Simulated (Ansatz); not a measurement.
# LiBr: the cost of one run

Method: DFT PBE, scalar-relativistic, plane waves, PAW, in Ansatz 0.2.0.

The COD entry's cell or inner coordinates are ideal or old and differ from later refinements, so a difference from it is no clean test against experiment.

5 further runs of the same task are left out: 5 set aside as unsound or not needed.

### Step 1. Starting point

The structure is cubic, space group Fm-3m (No. 225). The conventional cell has a = 5.511 Å, b = 5.511 Å, c = 5.511 Å, α = 90.00°, β = 90.00°, γ = 90.00°. Li (site symmetry m-3m) is surrounded by 6 Br at 2.76 Å. Br (site symmetry m-3m) has 6 Li at 2.76 Å as nearest neighbours.

Coordinates:

```cif
data_structure
_symmetry_space_group_name_H-M 'Fm-3m'
_symmetry_Int_Tables_number 225
_cell_length_a 5.5105
_cell_length_b 5.5105
_cell_length_c 5.5105
_cell_angle_alpha 90.000
_cell_angle_beta 90.000
_cell_angle_gamma 90.000
_cell_volume 167.33
loop_
_atom_site_label
_atom_site_type_symbol
_atom_site_symmetry_multiplicity
_atom_site_Wyckoff_symbol
_atom_site_fract_x
_atom_site_fract_y
_atom_site_fract_z
_atom_site_occupancy
Li1 Li 4 a 0.00000 0.00000 0.00000 1
Br1 Br 4 b 0.50000 0.00000 0.00000 1
```

It is the result of an earlier relaxation at this level (volume 20.92 Å³/atom; gap on the mesh: 4.92 eV).

### Step 2. The film's bulk: ZrS

Relaxed beforehand at this level: -2544.3407 eV/atom, gap on the mesh none (metal).

```xyz
2
Lattice="0.0000 -2.6143 -2.6143 2.6143 0.0000 -2.6143 2.6143 -2.6143 0.0000" Properties=species:S:1:pos:R:3 pbc="T T T"
Zr    0.0000    0.0000    0.0000
S     2.6143   -2.6143   -2.6143
```

### Step 3. Band edges and mean potential of the bulk

File input.yaml:

```yaml
crystal:
  lattice:
    - [0.0, 2.7552749197, 2.7552749197]
    - [2.7552749197, 0.0, 2.7552749197]
    - [2.7552749197, 2.7552749197, 0.0]
  atoms:
    - { symbol: Li, position: [0.0, 0.0, 0.0] }
    - { symbol: Br, position: [0.5, 0.5, 0.5] }
basis:
  ecutwfc: 420
kpoints:
  mp_grid: { grid: [8, 8, 8] }
  band_path: { path: [VBM, CBM], npoints: 2 }
hamiltonian:
  xc: pbe
scf:
  occupations: { method: gaussian, width: 0.02 }
output:
  forces: true
  stress: true
  eigenvalues: true
```

Run with:

```console
ansatz run input.yaml --threads 2 --pin off --max-ram 5120MiB --backend cpu --events-out ev --progress --plain --runs-dir out
```

Q: Estimate wall time and peak memory on 2 threads of Intel Xeon Platinum 8259CL at 2.50GHz (Skylake/Cascade Lake), shared host.

About 1.8 s, with a peak of 0.31 GiB.
